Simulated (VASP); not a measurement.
## CdS (rocksalt): a PBEsol relaxation of cell and atoms in VASP

INCAR

```
GGA = PS
NELM = 120
NSW = 40
LWAVE = .FALSE.
NBANDS = 16
LREAL = .FALSE.
LASPH = .TRUE.
ISMEAR = -1
EDIFFG = -5E-3
ENCUT = 600
ISIF = 3
EDIFF = 1E-7
PREC = Accurate
LCHARG = .FALSE.
IBRION = 2
SIGMA = 0.02
```

KPOINTS

```
KPOINTS created by Atomic Simulation Environment
0
Gamma
8 8 8
0 0 0
```

POSCAR

```
Cd S
 1.0000000000000000
    -0.0000000000000000    2.7472987755774514    2.7472987755774514
     2.7472987755774514   -0.0000000000000000    2.7472987755774514
     2.7472987755774514    2.7472987755774514   -0.0000000000000000
 Cd  S
   1   1
Cartesian
  0.0000000000000000  0.0000000000000000  0.0000000000000000
  2.7472987755774514  2.7472987755774514  2.7472987755774514
```

VASP ran with the recommended PBE PAW datasets (18 valence electrons in the cell).

OSZICAR

```
N       E                     dE             d eps       ncg     rms          rms(c)
DAV:   1     0.115077264796E+03    0.11508E+03   -0.10084E+04   944   0.119E+03
DAV:   2    -0.308122662436E+01   -0.11816E+03   -0.10982E+03  1152   0.271E+02
DAV:   3    -0.713747928487E+01   -0.40563E+01   -0.40500E+01  1144   0.517E+01
DAV:   4    -0.715648766268E+01   -0.19008E-01   -0.19007E-01  1136   0.355E+00
DAV:   5    -0.715667201970E+01   -0.18436E-03   -0.18436E-03  1152   0.333E-01    0.697E+00
DAV:   6    -0.665255757490E+01    0.50411E+00   -0.82839E-01  1256   0.121E+01    0.592E+00
DAV:   7    -0.662889939943E+01    0.23658E-01   -0.13529E-01  1144   0.274E+00    0.303E+00
DAV:   8    -0.662541723576E+01    0.34822E-02   -0.15923E-02  1040   0.156E+00    0.226E-01
DAV:   9    -0.662514161208E+01    0.27562E-03   -0.15957E-03  1176   0.571E-01    0.450E-02
DAV:  10    -0.662513933852E+01    0.22736E-05   -0.17363E-04  1128   0.162E-01    0.460E-02
DAV:  11    -0.662515187813E+01   -0.12540E-04   -0.23595E-05  1136   0.476E-02    0.120E-02
DAV:  12    -0.662515085727E+01    0.10209E-05   -0.49455E-06  1184   0.225E-02    0.455E-03
DAV:  13    -0.662515074319E+01    0.11408E-06   -0.41014E-07  1040   0.511E-03    0.240E-03
DAV:  14    -0.662515077289E+01   -0.29701E-07   -0.18788E-08   584   0.990E-04
   1 F= -.66251508E+01 E0= -.66250506E+01  d E =-.662515E+01
       N       E                     dE             d eps       ncg     rms          rms(c)
DAV:   1    -0.740564230655E+01   -0.78049E+00   -0.14096E+01  1016   0.437E+01    0.614E+00
DAV:   2    -0.671441397893E+01    0.69123E+00   -0.15399E+00  1056   0.198E+01    0.206E+00
DAV:   3    -0.664822244917E+01    0.66192E-01   -0.16171E-01  1168   0.415E+00    0.155E+00
DAV:   4    -0.664409539204E+01    0.41271E-02   -0.71643E-03   992   0.850E-01    0.662E-01
DAV:   5    -0.664334167781E+01    0.75371E-03   -0.64105E-04  1088   0.320E-01    0.186E-01
DAV:   6    -0.664338882537E+01   -0.47148E-04   -0.26602E-04  1032   0.165E-01    0.509E-02
DAV:   7    -0.664338684481E+01    0.19806E-05   -0.78044E-06  1080   0.199E-02    0.129E-02
DAV:   8    -0.664338693417E+01   -0.89361E-07   -0.86845E-07  1024   0.637E-03
   2 F= -.66433869E+01 E0= -.66432762E+01  d E =-.182362E-01
       N       E                     dE             d eps       ncg     rms          rms(c)
DAV:   1    -0.671167420473E+01   -0.68287E-01   -0.12513E+00  1000   0.136E+01    0.198E+00
DAV:   2    -0.665493368951E+01    0.56741E-01   -0.12005E-01  1056   0.510E+00    0.756E-01
DAV:   3    -0.664841251655E+01    0.65212E-02   -0.13735E-02  1152   0.136E+00    0.606E-01
DAV:   4    -0.664774270495E+01    0.66981E-03   -0.85785E-04  1024   0.260E-01    0.147E-01
DAV:   5    -0.664769442053E+01    0.48284E-04   -0.71280E-05  1104   0.124E-01    0.230E-02
DAV:   6    -0.664769553993E+01   -0.11194E-05   -0.17398E-05   984   0.479E-02    0.171E-02
DAV:   7    -0.664769643886E+01   -0.89894E-06   -0.16239E-06  1184   0.118E-02    0.134E-02
DAV:   8    -0.664769597409E+01    0.46478E-06   -0.83290E-07   952   0.109E-02    0.123E-03
DAV:   9    -0.664769595173E+01    0.22355E-07   -0.94380E-09   488   0.803E-04
   3 F= -.66476960E+01 E0= -.66475921E+01  d E =-.225452E-01
```

From OUTCAR

```
k-points           NKPTS =     29   k-points in BZ     NKDIM =     29   number of bands    NBANDS=     16

   NELECT =      18.0000    total number of electrons

   dimension x,y,z NGX =    32 NGY =   32 NGZ =   32
   dimension x,y,z NGXF=    64 NGYF=   64 NGZF=   64

  energy-cutoff  :      600.00
  volume of cell :       39.54
      direct lattice vectors                 reciprocal lattice vectors
     0.000000000  2.704037925  2.704037925    -0.184908649  0.184908649  0.184908649
     2.704037925  0.000000000  2.704037925     0.184908649 -0.184908649  0.184908649
     2.704037925  2.704037925 -0.000000000     0.184908649  0.184908649 -0.184908649

 k-points in reciprocal lattice and weights: KPOINTS created by Atomic Simulation Env
   0.00000000  0.00000000  0.00000000       0.002
   0.12500000  0.00000000  0.00000000       0.016
   0.25000000  0.00000000  0.00000000       0.016
   0.37500000  0.00000000  0.00000000       0.016
   0.50000000  0.00000000  0.00000000       0.008
   0.12500000  0.12500000  0.00000000       0.012
   0.25000000  0.12500000  0.00000000       0.047
   0.37500000  0.12500000  0.00000000       0.047
   ...

 E-fermi :   3.2399

 k-point     1 :       0.0000    0.0000    0.0000
  band No.  band energies     occupation
      1      -9.9142      2.00000
      2      -4.5229      2.00000
      3      -4.5229      2.00000
      4      -4.5202      2.00000
      5      -4.5202      2.00000
      6      -4.5202      2.00000
      7       2.3310      2.00000
      8       2.3310      2.00000
      9       2.3310      2.00000
     10       4.1050      0.00000
     11      12.3185      0.00000
     12      12.3185      0.00000
     13      12.3185      0.00000
     14      14.2257      0.00000
     15      14.6938      0.00000
     16      14.6938      0.00000

 k-point     2 :       0.1250    0.0000    0.0000
  band No.  band energies     occupation
      1      -9.7693      2.00000
      2      -4.5766      2.00000
      3      -4.5766      2.00000
      4      -4.5388      2.00000
      5      -4.4873      2.00000
      6      -4.4873      2.00000
      7       1.1465      2.00000
      8       2.4399      2.00000
      9       2.4399      2.00000
     10       5.2648      0.00000
     11      11.0744      0.00000
     12      12.0150      0.00000
     13      12.0150      0.00000
     14      13.4471      0.00000
     15      13.4471      0.00000
     16      14.2577      0.00000

 k-point     3 :       0.2500    0.0000    0.0000
  band No.  band energies     occupation
      1      -9.3778      2.00000
      2      -4.7021      2.00000
      3      -4.7021      2.00000
      4      -4.6091      2.00000
      5      -4.4055      2.00000
      6      -4.4055      2.00000
      7      -0.4027      2.00000
      8       2.7159      2.00000
      9       2.7159      2.00000
     10       6.4952      0.00000
     11       9.9765      0.00000
     12      10.5646      0.00000
     13      10.5646      0.00000
     14      13.9865      0.00000
     15      13.9865      0.00000
     16      14.0054      0.00000

 k-point     4 :       0.3750    0.0000    0.0000
  band No.  band energies     occupation
      1      -8.8998      2.00000
      2      -4.8214      2.00000
      3      -4.8214      2.00000
      4      -4.7521      2.00000
      5      -4.3219      2.00000
      6      -4.3219      2.00000
      7      -1.5173      2.00000
      8       3.0216      1.99996
      9       3.0216      1.99996
     10       6.6361      0.00000
     11       9.3742      0.00000
     12       9.3742      0.00000
     13      10.0199      0.00000
     14      14.5375      0.00000
     15      15.2653      0.00000
     16      15.2653      0.00000

 k-point     5 :       0.5000    0.0000    0.0000
  band No.  band energies     occupation
      1      -8.6613      2.00000
      2      -4.8691      2.00000
      3      -4.8691      2.00000
      4      -4.8555      2.00000
      5      -4.2866      2.00000
      6      -4.2866      2.00000
      7      -1.9153      2.00000
      8       3.1618      1.96052
      9       3.1618      1.96051
     10       6.4830      0.00000
     11       8.9291      0.00000
     12       8.9291      0.00000
     13      10.2096      0.00000
     14      15.3895      0.00000
     15      16.1869      0.00000
     16      16.1869      0.00000

 k-point     6 :       0.1250    0.1250    0.0000
  band No.  band energies     occupation
      1      -9.7280      2.00000
      2      -4.6364      2.00000
      3      -4.5471      2.00000
      4      -4.5049      2.00000
      5      -4.4884      2.00000
      6      -4.4884      2.00000
      7       1.3390      2.00000
      8       2.1393      2.00000
      9       2.1393      2.00000
     10       5.6941      0.00000
     11      11.1326      0.00000
     12      11.1711      0.00000
     13      12.0796      0.00000
     14      12.0796      0.00000
     15      15.6601      0.00000
     16      15.8637      0.00000

 k-point     7 :       0.2500    0.1250    0.0000
  band No.  band energies     occupation
      1      -9.4395      2.00000
      2      -4.7325      2.00000
      3      -4.5807      2.00000
      4      -4.5764      2.00000
      5      -4.4372      2.00000
      6      -4.3983      2.00000
      7       0.1451      2.00000
      8       2.0914      2.00000
      9       2.3691      2.00000
     10       6.7599      0.00000
     11       9.4136      0.00000
     12      10.4126      0.00000
     13      11.6042      0.00000
     14      12.6502      0.00000
     15      15.1757      0.00000
     16      15.6242      0.00000

 k-point     8 :       0.3750    0.1250    0.0000
  band No.  band energies     occupation
      1      -9.0182      2.00000
      2      -4.7936      2.00000
      3      -4.7024      2.00000
      4      -4.6493      2.00000
      5      -4.3579      2.00000
      6      -4.3114      2.00000
      7      -1.0933      2.00000
      8       2.3157      2.00000
      9       2.5324      2.00000
     10       7.1218      0.00000
     11       8.3323      0.00000
     12      10.5373      0.00000
     13      10.5766      0.00000
     14      13.5766      0.00000
     15      15.8096      0.00000
     16      15.9700      0.00000

 k-point     9 :       0.5000    0.1250    0.0000
  band No.  band energies     occupation
      1      -8.7075      2.00000
      2      -4.8071      2.00000
      3      -4.7772      2.00000
      4      -4.7505      2.00000
      5      -4.2871      2.00000
      6      -4.2793      2.00000
      7      -1.7589      2.00000
      8       2.3408      2.00000
      9       2.7174      2.00000
     10       7.0829      0.00000
     11       7.9858      0.00000
     12       9.6509      0.00000
     13      11.1318      0.00000
     14      14.6354      0.00000
     15      16.3470      0.00000
     16      16.9224      0.00000

 k-point    10 :      -0.3750    0.1250    0.0000
  band No.  band energies     occupation
      1      -8.7690      2.00000
      2      -4.8372      2.00000
      3      -4.8179      2.00000
      4      -4.6719      2.00000
      5      -4.3176      2.00000
      6      -4.2682      2.00000
      7      -1.6040      2.00000
      8       1.9923      2.00000
      9       3.0788      1.99936
     10       7.2885      0.00000
     11       8.2255      0.00000
     12       9.3472      0.00000
     13      10.9274      0.00000
     14      14.9649      0.00000
     15      15.3074      0.00000
     16      16.9646      0.00000

 k-point    11 :      -0.2500    0.1250    0.0000
  band No.  band energies     occupation
      1      -9.1465      2.00000
      2      -4.7816      2.00000
      3      -4.7429      2.00000
      4      -4.5960      2.00000
      5      -4.3982      2.00000
      6      -4.3178      2.00000
      7      -0.7369      2.00000
      8       1.7652      2.00000
      9       3.1364      1.98877
     10       7.3603      0.00000
     11       8.9791      0.00000
     12       9.8573      0.00000
     13      10.3503      0.00000
     14      13.5379      0.00000
     15      15.3253      0.00000
     16      15.9820      0.00000

 k-point    12 :      -0.1250    0.1250    0.0000
  band No.  band energies     occupation
      1      -9.5489      2.00000
      2      -4.6743      2.00000
      3      -4.6267      2.00000
      4      -4.5571      2.00000
      5      -4.4686      2.00000
      6      -4.4094      2.00000
      7       0.3858      2.00000
      8       1.9147      2.00000
      9       2.8517      2.00000
     10       6.3580      0.00000
     11      10.4779      0.00000
     12      10.5354      0.00000
     13      11.1221      0.00000
     14      12.7105      0.00000
     15      14.6575      0.00000
     16      15.3841      0.00000

 ...

  Total        0.0002020      0.0002020      0.0002020     -0.0000000      0.0000000      0.0000000
  in kB        0.0081852      0.0081852      0.0081852     -0.0000000      0.0000000      0.0000000
  external PRESSURE =       0.0081852 kB  Pullay stress =       0.0000000 kB

 POSITION                                       TOTAL-FORCE (eV/Angst)
 -----------------------------------------------------------------------------------
      0.00000      0.00000      0.00000        -0.000000      0.000000      0.000000
      2.70404      2.70404      2.70404         0.000000      0.000000     -0.000000
 -----------------------------------------------------------------------------------
    total drift:                                0.000000     -0.000000     -0.000000

  FREE ENERGIE OF THE ION-ELECTRON SYSTEM (eV)
  ---------------------------------------------------
  free  energy   TOTEN  =        -6.6476959517 eV

  energy  without entropy=       -6.6474881579  energy(sigma->0) =       -6.64759205
```

CONTCAR

```
Cd S
   1.00000000000000
     0.0000000000000000    2.7040379247659265    2.7040379247659265
     2.7040379247659265    0.0000000000000000    2.7040379247659265
     2.7040379247659265    2.7040379247659265   -0.0000000000000000
  Cd              S
     1     1
Direct
     0.0000000000000000    0.0000000000000000    0.0000000000000000
     0.5000000000000000    0.5000000000000000    0.5000000000000000

  0.00000000E+00  0.00000000E+00  0.00000000E+00
  0.00000000E+00  0.00000000E+00  0.00000000E+00
```

- relaxed cell vector lengths: 3.824, 3.824, 3.824 Å
- relaxed cell volume: 39.54 Å³
